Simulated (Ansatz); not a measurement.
Input:

```yaml
accuracy: low
crystal:
  lattice:
    - [-2.950599, -5.110587, 0.0]
    - [4.425898, -2.555293, 0.0]
    - [0.0, 0.0, 5.755853]
  atoms:
    - { symbol: W, position: [0.74095471, 0.50965408, 0.01424807] }
    - { symbol: C, position: [0.4520794, 0.65926615, 0.3151456] }
    - { symbol: W, position: [0.73525054, 0.49004706, 0.497076] }
    - { symbol: C, position: [0.5099707, 0.68657954, 0.75235722] }
    - { symbol: W, position: [0.4883135, -0.02521984, 0.04818974] }
    - { symbol: C, position: [0.24636991, 0.13099633, 0.2798864] }
    - { symbol: W, position: [0.46306533, -0.02091793, 0.52274184] }
    - { symbol: C, position: [0.24255363, 0.16260302, 0.78945927] }
    - { symbol: W, position: [0.25140137, 0.49355295, 0.0107096] }
    - { symbol: C, position: [-0.03969135, 0.67351552, 0.26140802] }
    - { symbol: W, position: [0.23513708, 0.44468509, 0.52291604] }
    - { symbol: C, position: [-0.02121463, 0.64878629, 0.75519891] }
    - { symbol: W, position: [-0.03326895, 0.00425841, 0.02913944] }
    - { symbol: C, position: [0.71747982, 0.1213245, 0.27633864] }
    - { symbol: W, position: [-0.00482109, -0.02200001, 0.53563405] }
    - { symbol: C, position: [0.73911626, 0.16696918, 0.75777977] }
basis:
  ecutwfc: 420.0
kpoints:
  mp_grid: { grid: [3, 3, 3] }
hamiltonian:
  xc: pbe
  pseudopotentials: { kind: paw, azcp: { folder: soft_1 } }
scf:
  occupations: { method: fermi_dirac, width: 0.17 }
  lower_state_search: "off"
md:
  timestep: 1.5
  n_steps: 150
  ensemble: npt_langevin
  temperature: 1400.0
  initial_velocities: maxwell_boltzmann
  seed: 194990
  friction: 0.01
  pressure: 10.0
  fix_cell: [angles]
```

Run as:

```bash
$ ansatz run input.yaml --threads 2 --pin off --max-ram 5120MiB --backend cpu --events-out ev --progress --plain --runs-dir out
```

Hardware: 2 threads of Arm Neoverse V2, on a shared host.

Roughly how long does this run take, and how much memory?

22 min, with a peak of 0.83 GiB, for 151 ionic steps.
